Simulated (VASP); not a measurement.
**VASP inputs for KBr (strained CsCl)**

INCAR

```
NBANDS = 15
LCHARG = .TRUE.
IBRION = -1
ISMEAR = 0
METAGGA = R2SCAN
ENCUT = 520
ALGO = Normal
LWAVE = .FALSE.
NELM = 120
NSW = 0
SIGMA = 0.01
EDIFF = 1E-7
LELF = .TRUE.
ISIF = 2
LASPH = .TRUE.
LREAL = .FALSE.
PREC = Accurate
```

KPOINTS

```
KPOINTS created by Atomic Simulation Environment
0
Gamma
6 6 6
0 0 0
```

KPOINTS_OPT

```
special points
5
Reciprocal
0.0000000000 0.0000000000 0.0000000000 1
0.0000000000 0.5000000000 0.0000000000 1
0.5000000000 0.5000000000 0.0000000000 1
0.5000000000 0.5000000000 0.5000000000 1
0.5000000000 0.0000000000 0.5000000000 1
```

POSCAR

```
K  Br
 1.0000000000000000
     4.1194005042999997    0.0000000000000000    0.0000000000000000
     0.0000000000000000    3.9762553129999998    0.0000000000000000
     0.0000000000000000    0.0000000000000000    3.9762553129999998
 K   Br
   1   1
Cartesian
  0.0000000000000000  0.0000000000000000  0.0000000000000000
  2.0597002521499999  1.9881276564999999  1.9881276564999999
```

VASP ran with the recommended PBE PAW datasets (16 valence electrons in the cell).

**Question.** Estimate the main results of this run.

**Answer.** gap between bands v and c 4.57 eV; least direct gap 4.82 eV; pressure -0.6 GPa.

Band v is the last that the valence electrons fill when counted band by band, and c is the next. Levels in eV from the top of v:

```tsv
point	v−1	v	c	c+1
Γ	-0.26	-0.26	4.57	6.27
X	-0.43	-0.20	7.18	7.71
M	-1.45	0.00	5.75	7.26
R	-1.55	-1.48	7.94	8.03
```
